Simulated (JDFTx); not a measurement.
Runs of JDFTx 1.7.0 (patched build) on Zr. It takes space group P6_3/mmc (No. 194, hexagonal). The conventional cell has a = 3.232 Å, b = 3.232 Å, c = 5.147 Å, α = 90.00°, β = 90.00°, γ = 120.00°. Zr (site symmetry -6m2) has 12 Zr at 3.18 to 3.23 Å as nearest neighbours. 

```csv
task,level,potentials or basis,cutoff (eV),smearing,max SCF steps,SCF threshold on the energy,solver of the electrons,further solve for the empty bands,band ratio of the Davidson solver,gap on the mesh (eV),pressure (GPa)
single point,LDA,PseudoDojo-SR-LDA-0.4.1-standard with smoothed tails,952,fermi-dirac 0.05 eV,100,1e-09 Ha,scf,yes,-,none,-6.0
single point,PBEsol,PseudoDojo-SR-PBEsol-0.4.1-standard with smoothed tails,898,fermi-dirac 0.05 eV,100,1e-09 Ha,scf,yes,-,none,(a)
single point,RPBE,PseudoDojo-SR-PBE-0.5-standard with smoothed tails,898,fermi-dirac 0.05 eV,100,1e-09 Ha,scf,yes,-,none,2.8
single point,revPBE,PseudoDojo-SR-PBE-0.5-standard with smoothed tails,898,fermi-dirac 0.05 eV,100,1e-09 Ha,scf,yes,-,none,2.1
single point,BLYP,PseudoDojo-SR-PBE-0.5-standard with smoothed tails,898,fermi-dirac 0.05 eV,100,1e-09 Ha,scf,yes,-,none,3.7
single point,RPBE,PseudoDojo-SR-PBE-0.5-standard with smoothed tails,898,gaussian 0.1 eV,100,1e-09 Ha,scf,yes,-,none,2.8
```

Alike in all rows: no spin polarisation; cell as given; k mesh 9 × 9 × 5.

**Question.** Estimate the missing entries.

**Answer.** (a) -3.2.

Caveats: the potentials were made for another functional, which shifts forces and pressure (some runs); the empty levels aren't tightly converged (some runs).

A k mesh can miss the band edges, and the runs leave out spin-orbit coupling on Zr.

A gap of «none» marks a metal or a gap under the smearing width.

Runs at the PBE level aren't shown here.
